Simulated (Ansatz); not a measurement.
# GaN: the cost of one run

Computed with Ansatz 0.2.0 (DFT r2SCAN, scalar-relativistic, plane waves, PAW, unless a step's input says otherwise).

2 further runs of the same task are left out: 2 set aside as unsound or not needed.

## (1) The system as given

The structure is hexagonal, space group P6_3mc (No. 186). The conventional cell has a = 3.183 Å, b = 3.183 Å, c = 5.184 Å, α = 90.00°, β = 90.00°, γ = 120.00°. Ga (site symmetry 3m) is surrounded by 4 N at 1.95 Å. N (site symmetry 3m) has 4 Ga at 1.95 Å as nearest neighbours.

Coordinates:

```
Ga N
1.0
     3.18310    0.00000    0.00000
    -1.59155    2.75664    0.00000
     0.00000    0.00000    5.18358
Ga N
2 2
Direct
  0.66667 0.33333 0.49911
  0.33333 0.66667 0.99911
  0.66667 0.33333 0.87589
  0.33333 0.66667 0.37589
```

It goes back to an entry of the Materials Project.

This cell was relaxed beforehand with the same method: volume 11.37 Å³/atom, gap on the mesh 2.35 eV.

## (2) Target pressure -3 GPa

input.yaml

```yaml
crystal:
  lattice:
    - [3.2133046101, 0.0, 0.0]
    - [-1.6066523051, 2.7828034225, 0.0]
    - [0.0, 0.0, 5.2327753163]
  atoms:
    - { symbol: Ga, position: [0.6666666667, 0.3333333333, 0.4991072756] }
    - { symbol: Ga, position: [0.3333333333, 0.6666666667, 0.9991072756] }
    - { symbol: "N", position: [0.6666666667, 0.3333333333, 0.8758927244] }
    - { symbol: "N", position: [0.3333333333, 0.6666666667, 0.3758927244] }
basis:
  ecutwfc: 500
kpoints:
  mp_grid: { grid: [12, 12, 6] }
hamiltonian:
  xc: r2scan
scf:
  occupations: { method: gaussian, width: 0.02 }
output:
  forces: true
  stress: true
  eigenvalues: true
relax:
  adjacent_minimum: "off"
  f_tol: 0.008
  max_steps: 50
  cell: { stress_tol: 0.08, p_target: -3.0 }
```

Launch:

```sh
> ansatz run input.yaml --threads 1 --pin off --max-ram 2560MiB --backend cpu --events-out ev --progress --plain --runs-dir out
```

**Question.** How long does this run take on 1 thread of Intel Xeon Platinum 8259CL at 2.50GHz (Skylake/Cascade Lake), shared host, and how much memory does it need?

About 83 s, with a peak of 0.57 GiB.
